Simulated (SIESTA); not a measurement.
CsPbCl3:

```xyz
5
Lattice="5.6050 0.0000 0.0000 0.0000 5.6050 0.0000 0.0000 0.0000 5.6050" Properties=species:S:1:pos:R:3 pbc="T T T"
Pb    2.8025    2.8025    2.8025
Cs    0.0000    0.0000    0.0000
Cl    2.8025    0.0000    2.8025
Cl    0.0000    2.8025    2.8025
Cl    2.8025    2.8025    0.0000
```

Base run:

```yaml
Program: SIESTA 5.4.2
Functional: PBE
Potentials_or_basis: PseudoDojo 0.4 standard (PBE files)
Basis: TZDP (energy shift 0.003 Ry; two zetas on semicore shells; d shell added on Cs)
Grid_cutoff: 800 Ry
Energy_shift: 0.003 Ry
k_mesh: 5 × 5 × 5
Occupations: fermi-dirac, width 0.05 eV
Spin: no spin polarisation
```

Its results: pressure 1.9 GPa.

The run is repeated on the same cell with these changes: basis from TZDP (energy shift 0.003 Ry; two zetas on semicore shells; d shell added on Cs) to TZDP (energy shift 0.01 Ry; d shell added on Cs); energy shift from 0.003 Ry to 0.01 Ry. What comes out?

Pressure 0.6 GPa.

Caveats: the basis of atomic orbitals isn't converged, which shifts pressures, moduli and gaps; semicore shells carry a single zeta, which can move pressures by several GPa and volumes by a few percent (some runs).
